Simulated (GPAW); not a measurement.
The system is TaS2.

```
Ta S
1.0
     3.35000    0.00000    0.00000
    -1.67500    2.90119    0.00000
     0.00000    0.00000    5.86000
Ta S
1 2
Cartesian
  0.0000 0.0000 0.0000
  1.6750 0.9671 4.3950
  0.0000 1.9341 1.4650
```

* Program: GPAW 26.7.0
* Task: relaxation of cell and atoms
* Functional: PBE
* Dispersion: D3
* Potentials or basis: GPAW PAW data sets (gpaw-data 1.2.1)
* Cutoff: 600 eV
* Basis: pw
* k mesh: 7 × 7 × 4
* Occupations: fermi-dirac, width 0.05 eV
* Spin: no spin polarisation

At the start: pressure 7.4 GPa; volume 18.98 Å³/atom.

**Question.** How do energy, volume and symmetry change on relaxing?

**Answer.** Over 13 steps the energy falls by 33.7 meV/atom and the volume is 19.07 Å³/atom (+0.5 %); space group P-3m1 (No. 164, to 0.05 Å).

Step by step:
| step | energy change (eV) | largest force (eV/Å) | pressure (GPa) | volume (Å³) |
| --- | --- | --- | --- | --- |
| 1 | 0.0000 | 1.2856 | 7.42 | 56.95 |
| 2 | -0.0643 | 0.7480 | 3.78 | 57.67 |
| 3 | -0.0963 | 0.0948 | -0.44 | 58.53 |
| 4 | -0.0970 | 0.0563 | -0.62 | 58.52 |
| 5 | -0.0988 | 0.0193 | -0.80 | 58.32 |
| 6 | -0.0999 | 0.0386 | -0.60 | 58.03 |
| 7 | -0.1005 | 0.0123 | -0.22 | 57.77 |
| 8 | -0.1005 | 0.0103 | -0.04 | 57.70 |
| 9 | -0.1005 | 0.0227 | 0.04 | 57.67 |
| 10 | -0.1006 | 0.0410 | 0.15 | 57.59 |
| 11 | -0.1007 | 0.0531 | 0.25 | 57.45 |
| 12 | -0.1009 | 0.0440 | 0.24 | 57.29 |
| 13 | -0.1010 | 0.0184 | 0.11 | 57.21 |

Final structure:
```
CELL_PARAMETERS angstrom
3.35450 0.00000 0.00000
-1.67725 2.90508 0.00000
0.00000 0.00000 5.87102
ATOMIC_POSITIONS crystal
Ta 0.00000 0.00000 0.00000
S 0.66667 0.33333 0.73774
S 0.33333 0.66667 0.26226
```

Caveat: later steps reuse the first step's grids.
